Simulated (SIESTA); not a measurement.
Runs of SIESTA 5.4.2 on Ti. Symmetry: P6_3/mmc, No. 194, hexagonal system. Conventional cell: a = 2.950 Å, b = 2.950 Å, c = 4.680 Å, α = 90.00°, β = 90.00°, γ = 120.00°. Around Ti (site symmetry -6m2) lie 12 Ti at 2.89 to 2.95 Å. 

```tsv
task	level	potentials or basis	cell	gap on the mesh (eV)	pressure (GPa)
band structure	PBEsol	PseudoDojo 0.4 standard (PBEsol files), DZP (energy shift 0.003 Ry; two zetas on semicore shells)	as given	none	(a)
single point	PBE	PseudoDojo 0.4 standard (PBE files), DZP (energy shift 0.003 Ry; two zetas on semicore shells)	atoms moved at random, drawn with an rms of 0.05 Å	none	-1.3
band structure	LDA	PseudoDojo 0.4 standard (LDA files), DZP (energy shift 0.003 Ry; two zetas on semicore shells)	as given	none	-9.5
single point	PBE	PseudoDojo 0.4 standard (PBE files), DZP (energy shift 0.003 Ry; two zetas on semicore shells)	as given	none	-1.3
```

Alike in all rows: no spin polarisation; k mesh 10 × 10 × 6; smearing fermi-dirac 0.05 eV; grid cutoff 800 Ry; energy shift 0.003 Ry.

Question: Fill in the values left out.

Answer: (a) -5.5.

Caveats: the basis of atomic orbitals isn't converged, which shifts pressures, moduli and gaps.

A gap of «none» marks a metal or a gap under the smearing width.
